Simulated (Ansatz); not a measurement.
Planning a run of Ansatz 0.2.0 on InSe (GaSe-type monolayer). The input:

```yaml
crystal:
  lattice:
    - [4.0850824946, 0.0, 0.0]
    - [-2.0425412473, 3.5377852169, 0.0]
    - [0.0, 0.0, 33.9]
  atoms:
    - { symbol: In, position: [0.3333333333, 0.6666666667, 0.5416640231] }
    - { symbol: In, position: [0.3333333333, 0.6666666667, 0.4583359769] }
    - { symbol: Se, position: [0.6666666667, 0.3333333333, 0.5792476099] }
    - { symbol: Se, position: [0.6666666667, 0.3333333333, 0.4207523901] }
  periodic: [true, true, false]
kpoints:
  mp_grid: { grid: [3, 3, 1] }
hamiltonian:
  xc: pbe
  pseudopotentials: { kind: paw, azcp: { folder: soft_1 } }
scf:
  occupations: { method: fixed }
gw:
  n_empty_bands: 596
  ecut_chi: 66.0
  qp_bands: [v2, c2]
  qp_kpoints: band_edges
  screening: { model: contour_deformation }
```

```sh
ansatz run input.yaml --threads 2 --pin off --max-ram 73728MiB --backend cuda --events-out ev --progress --plain --runs-dir out --devices 1 --max-vram 13GiB
```

Q: How long will it take on 1 × NVIDIA H100 80GB HBM3 (shared by 6 runs) with 2 threads of AMD EPYC 7R13 (Zen 3), shared host, and how much memory?

It took 17 s; on shared hardware allow 8.3 s to 33 s. Peak host memory was 1.8 GiB. The sizes that set the cost: 9533 plane waves a state, 3 irreducible k points, 625 bands summed, 615 plane waves in the screening and 9 SCF cycles.

The screening grows as filled bands × empty bands × pairs of k points, times the square of the screening basis for the matrix.

[Paths, hosts, dates, memory and timing lines, banners, echoed tables and standing remarks are left out of the program output.]

[Logs are printed without paths, hosts, clocks, repeated set-up lines and the standing remarks that a program may print on its own settings, such as how far it seeks lower states.]

[Runs of the session that timed out or met a known fault of the program may be left out.]

[Cells called generated may have been cut or substituted from an entry of the Crystallography Open Database or the Materials Project.]

[Hosts, paths, dates, database ids (printed as entryN), source tags and the programs' standing remarks are cut or masked in the printed files.]
